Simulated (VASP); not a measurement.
# ZnS (F-43m) in VASP: further runs, part 2 of 2

VASP 6.6.1. The steps go on from the part before.

### 3 Relaxation of cell and atoms, PBE

Contents of INCAR:

```
PREC     = Accurate       # precision mode
ENCUT    = 600            # plane-wave cutoff, eV
EDIFF    = 1E-6           # SCF threshold, eV
ISMEAR   = 0              # smearing method
SIGMA    = 0.03           # smearing width, eV
LREAL    = F              # projectors in reciprocal space
LASPH    = T              # aspherical terms in the spheres
NELM     = 80             # most SCF steps
ALGO     = Normal         # electronic algorithm
ISIF     = 3              # what is computed and relaxed
LWAVE    = F              # write WAVECAR
LCHARG   = F              # write CHGCAR
GGA      = PE             # functional
IBRION   = 2              # ionic algorithm
NSW      = 90             # ionic steps
EDIFFG   = -0.01          # ionic threshold
```

Contents of KPOINTS:

```
regular mesh
0
Gamma
  10 10 10
```

Contents of POSCAR:

```
ZnS
1.0
    0.0000000000      2.7020000000      2.7020000000
    2.7020000000      0.0000000000      2.7020000000
    2.7020000000      2.7020000000      0.0000000000
Zn S
1 1
Direct
    0.2500000000      0.2500000000      0.2500000000
    0.0000000000      0.0000000000      0.0000000000
```

Potentials or basis: VASP PAW PBE potentials, release 64 (Zn, S).

On the command line:

```
$ cat potpaw_PBE.64/Zn/POTCAR potpaw_PBE.64/S/POTCAR > POTCAR
$ mpirun -np 1 vasp_std > vasp.out
```

It took 32 s on 1 thread of Intel Xeon 6975P-C (Granite Rapids), shared host; peak memory 0.19 GiB.

It converged, with:

- Free energy: -6.8524 eV
- Relaxed volume: 20.20 Å³/atom
- Relaxed cell: a = 3.852 Å, b = 3.852 Å, c = 3.852 Å, α = 60.00°, β = 60.00°, γ = 60.00°
- Space group after relaxing (to 0.05 Å): F-43m (No. 216)
- Energy gained by relaxing: 2.6 meV/atom
- Ionic steps: 3
- Pressure after relaxing: 0.1 GPa
- Band gap on the k mesh: 2.01 eV, direct

The path:
```tsv
step	energy change (eV)	largest force (eV/Å)	pressure (GPa)	volume (Å³)
1	0.0000	0.0000	1.79	39.45
2	-0.0046	0.0000	-0.52	40.72
3	-0.0051	0.0000	0.06	40.40
```

Final structure:
```cif
data_structure
_symmetry_space_group_name_H-M 'P 1'
_symmetry_Int_Tables_number 1
_cell_length_a 3.8516
_cell_length_b 3.8516
_cell_length_c 3.8516
_cell_angle_alpha 60.000
_cell_angle_beta 60.000
_cell_angle_gamma 60.000
_cell_volume 40.40
loop_
_atom_site_label
_atom_site_type_symbol
_atom_site_fract_x
_atom_site_fract_y
_atom_site_fract_z
_atom_site_occupancy
Zn1 Zn 0.25000 0.25000 0.25000 1
S1 S 0.00000 0.00000 0.00000 1
```

Levels at points of the mesh, in eV from the valence-band top:
```tsv
k point	band 5	band 6	band 7	band 8	band 9	band 10	band 11	band 12	band 13
(0.00, 0.00, 0.00)	-5.78	-5.78	0.00	0.00	0.00	2.01	6.41	6.41	6.41
(0.50, 0.00, 0.00)	-5.75	-5.58	-5.14	-0.83	-0.83	3.26	6.94	6.94	8.79
(0.50, 0.50, 0.00)	-5.71	-5.57	-4.47	-2.13	-2.13	3.46	4.07	10.81	11.81
```

Expect the measured gap to be larger: semilocal functionals such as PBE lack the derivative discontinuity. Zero-point motion and thermal expansion aren't in these numbers.

### 4 Relaxation of cell and atoms, PBE

This run uses another cell than the first one, of 20.20 Å³/atom, 1.024 times its volume.

Changes to INCAR since step 3:

```diff
@@ -2,3 +2,3 @@
 ENCUT    = 600            # plane-wave cutoff, eV
-EDIFF    = 1E-6           # SCF threshold, eV
+EDIFF    = 1E-7           # SCF threshold, eV
 ISMEAR   = 0              # smearing method
@@ -15,2 +15,2 @@
 NSW      = 90             # ionic steps
-EDIFFG   = -0.01          # ionic threshold
+EDIFFG   = -0.005         # ionic threshold
```

KPOINTS is that of step 3.

Contents of POSCAR:

```
ZnS                                     
1.0
    0.0000000000      2.7235213220      2.7235213220
    2.7235213220      0.0000000000      2.7235213220
    2.7235213220      2.7235213220      0.0000000000
  Zn              S             
     1     1
Direct
     0.2500000000000000    0.2500000000000000    0.2500000000000000
     0.0000000000000000    0.0000000000000000    0.0000000000000000
```

On the command line:

```
$ cat potpaw_PBE.64/Zn/POTCAR potpaw_PBE.64/S/POTCAR > POTCAR
$ mpirun -np 1 vasp_std > vasp.out
```

It took 13 s on 1 thread of Intel Xeon 6975P-C (Granite Rapids), shared host; peak memory 0.18 GiB.

Results (log left out):

| Quantity | Value |
| --- | --- |
| Free energy | -6.8526 eV |
| Pressure after relaxing | 0.0 GPa |
| Band gap on the k mesh | 2.01 eV, direct |

Final structure:
```xyz
2
Lattice="0.0000 2.7235 2.7235 2.7235 0.0000 2.7235 2.7235 2.7235 0.0000" Properties=species:S:1:pos:R:3 pbc="T T T"
Zn    1.3618    1.3618    1.3618
S     0.0000    0.0000    0.0000
```

Levels at points of the mesh, in eV from the valence-band top:
| k point | band 5 | band 6 | band 7 | band 8 | band 9 | band 10 | band 11 | band 12 | band 13 |
| --- | --- | --- | --- | --- | --- | --- | --- | --- | --- |
| (0.00, 0.00, 0.00) | -5.78 | -5.78 | 0.00 | 0.00 | 0.00 | 2.01 | 6.41 | 6.41 | 6.41 |
| (0.50, 0.00, 0.00) | -5.75 | -5.58 | -5.14 | -0.83 | -0.83 | 3.26 | 6.94 | 6.94 | 8.79 |
| (0.50, 0.50, 0.00) | -5.71 | -5.57 | -4.47 | -2.13 | -2.13 | 3.46 | 4.07 | 10.81 | 11.81 |

Caveat: the relaxation stopped at its first step, so nothing moved.

### 5 Relaxation of cell and atoms, PBEsol

Contents of INCAR:

```
ALGO     = Normal         # electronic algorithm
EDIFF    = 1E-6           # SCF threshold, eV
EDIFFG   = -0.01          # ionic threshold
ENCUT    = 600            # plane-wave cutoff, eV
GGA      = PS             # functional
IBRION   = 2              # ionic algorithm
ISIF     = 3              # what is computed and relaxed
ISMEAR   = 0              # smearing method
LASPH    = True           # aspherical terms in the spheres
LCHARG   = False          # write CHGCAR
LREAL    = False          # projectors in reciprocal space
LWAVE    = False          # write WAVECAR
NELM     = 80             # most SCF steps
NSW      = 90             # ionic steps
PREC     = Accurate       # precision mode
SIGMA    = 0.03           # smearing width, eV
```

Contents of KPOINTS:

```
k-points
0
Gamma
  10 10 10
```

Contents of POSCAR:

```
ZnS
1.0
    0.0000000000      2.7020000000      2.7020000000
    2.7020000000      0.0000000000      2.7020000000
    2.7020000000      2.7020000000      0.0000000000
Zn S
1 1
Direct
    0.2500000000      0.2500000000      0.2500000000
    0.0000000000      0.0000000000      0.0000000000
```

On the command line:

```
$ cat potpaw_PBE.64/Zn/POTCAR potpaw_PBE.64/S/POTCAR > POTCAR
$ mpirun -np 1 vasp_std > vasp.out
```

Wall time 36 s (1 thread of Intel Xeon Platinum 8559C (Emerald Rapids), shared host); peak memory 0.19 GiB.

Results (log left out):

```
Free energy                            : -7.5893 eV
Relaxed volume                         : 19.26 Å³/atom
Relaxed cell                           : a = 3.791 Å, b = 3.791 Å, c = 3.791 Å, α = 60.00°, β = 60.00°, γ = 60.00°
Space group after relaxing (to 0.05 Å) : F-43m (No. 216)
Energy gained by relaxing              : 2.7 meV/atom
Ionic steps                            : 3
Pressure after relaxing                : 0.0 GPa
Band gap on the k mesh                 : 2.08 eV, direct
```

The path:
| step | energy change (eV) | largest force (eV/Å) | pressure (GPa) | volume (Å³) |
| --- | --- | --- | --- | --- |
| 1 | 0.0000 | 0.0000 | -1.73 | 39.45 |
| 2 | -0.0049 | 0.0000 | 0.60 | 38.25 |
| 3 | -0.0054 | 0.0000 | -0.03 | 38.51 |

Final structure:
```cif
data_structure
_symmetry_space_group_name_H-M 'P 1'
_symmetry_Int_Tables_number 1
_cell_length_a 3.7906
_cell_length_b 3.7906
_cell_length_c 3.7906
_cell_angle_alpha 60.000
_cell_angle_beta 60.000
_cell_angle_gamma 60.000
_cell_volume 38.51
loop_
_atom_site_label
_atom_site_type_symbol
_atom_site_fract_x
_atom_site_fract_y
_atom_site_fract_z
_atom_site_occupancy
Zn1 Zn 0.25000 0.25000 0.25000 1
S1 S 0.00000 0.00000 0.00000 1
```

Levels at points of the mesh, in eV from the valence-band top:
| k point | band 6 | band 7 | band 8 | band 9 | band 10 | band 11 | band 12 | band 13 |
| --- | --- | --- | --- | --- | --- | --- | --- | --- |
| (0.00, 0.00, 0.00) | -5.94 | 0.00 | 0.00 | 0.00 | 2.08 | 6.29 | 6.29 | 6.29 |
| (0.50, 0.00, 0.00) | -5.74 | -5.52 | -0.91 | -0.91 | 3.24 | 6.82 | 6.82 | 8.79 |
| (0.50, 0.50, 0.00) | -5.72 | -4.70 | -2.34 | -2.34 | 3.18 | 3.96 | 11.00 | 12.04 |

Caveat: the PAW data sets were made with another functional, which shifts forces and pressure a little.

### 6 Relaxation of cell and atoms, PBEsol

This run uses another cell than the first one, of 19.26 Å³/atom, 0.976 times its volume.

Changes to INCAR since step 5:

```diff
@@ -1,4 +1,4 @@
 ALGO     = Normal         # electronic algorithm
-EDIFF    = 1E-6           # SCF threshold, eV
-EDIFFG   = -0.01          # ionic threshold
+EDIFF    = 1E-7           # SCF threshold, eV
+EDIFFG   = -0.005         # ionic threshold
 ENCUT    = 600            # plane-wave cutoff, eV
```

KPOINTS is that of step 5.

Contents of POSCAR:

```
ZnS                                     
1.0
   -0.0000000000      2.6803314387      2.6803314387
    2.6803314387      0.0000000000      2.6803314387
    2.6803314387      2.6803314387     -0.0000000000
  Zn              S             
     1     1
Direct
     0.2500000000000000    0.2500000000000000    0.2500000000000000
     0.0000000000000000    0.0000000000000000    0.0000000000000000
```

Potentials or basis: VASP PAW PBE potentials, release 64 (Zn, S).

On the command line:

```
$ cat potpaw_PBE.64/Zn/POTCAR potpaw_PBE.64/S/POTCAR > POTCAR
$ mpirun -np 1 vasp_std > vasp.out
```

Wall time 23 s (1 thread of Intel Xeon Platinum 8559C (Emerald Rapids), shared host); peak memory 0.18 GiB.

It converged, with:

```yaml
Free_energy: -7.5891 eV
Pressure_after_relaxing: 0.0 GPa
Band_gap_on_the_k_mesh: 2.08 eV, direct
```

Final structure:
```yaml
crystal:
  lattice:
    - [0.00000, 2.68033, 2.68033]
    - [2.68033, 0.00000, 2.68033]
    - [2.68033, 2.68033, 0.00000]
  atoms:
    - { symbol: Zn, position: [0.25000, 0.25000, 0.25000] }
    - { symbol: S, position: [0.00000, 0.00000, 0.00000] }
```

Levels at points of the mesh, in eV from the valence-band top:
| k point | band 5 | band 6 | band 7 | band 8 | band 9 | band 10 | band 11 | band 12 | band 13 |
| --- | --- | --- | --- | --- | --- | --- | --- | --- | --- |
| (0.00, 0.00, 0.00) | -5.94 | -5.94 | 0.00 | 0.00 | 0.00 | 2.08 | 6.29 | 6.29 | 6.29 |
| (0.50, 0.00, 0.00) | -5.91 | -5.74 | -5.52 | -0.91 | -0.91 | 3.24 | 6.82 | 6.82 | 8.79 |
| (0.50, 0.50, 0.00) | -5.86 | -5.72 | -4.70 | -2.34 | -2.34 | 3.18 | 3.96 | 11.00 | 12.04 |

Caveat: the relaxation stopped at its first step, so nothing moved; the PAW data sets were made with another functional, which shifts forces and pressure a little.

### 7 Overview

```tsv
task	level	potentials or basis	cell	k mesh	cutoff (eV)	gap on the mesh (eV)	pressure (GPa)
single point	LDA	VASP PAW LDA potentials, release 64 (Zn, S)	F-43m, 19.73 Å³/atom	6 × 6 × 6	520	1.89	-4.3
relaxation of cell and atoms	PBE	VASP PAW PBE potentials, release 64 (Zn, S)	relaxed	10 × 10 × 10	600	2.01	0.0
relaxation of cell and atoms	PBEsol	VASP PAW PBE potentials, release 64 (Zn, S)	relaxed	10 × 10 × 10	600	2.08	0.0
```

Alike in all rows: no spin polarisation; smearing gaussian 0.03 eV.

Caveats: the relaxation stopped at its first step, so nothing moved (some runs); the PAW data sets were made with another functional, which shifts forces and pressure a little (some runs).

Absolute energies hang on the potentials; compare differences alone.

### 8 How close it comes

Step 2. Against the measured gap of ZnS, 3.85 eV (direct; 19 K; quoted in “Electronic, vibrational, and thermodynamic properties of ZnS (zincblende and rocksalt structure)”, 2009, arxiv:0911.5022), the calculated 1.89 eV is off by -1.96 eV. So large a miss can be the level of theory's own, or it may mean another phase, state or a wrong row. The value is that of LDA, without temperature or zero-point motion. Semilocal functionals fall short of measured gaps as a rule.
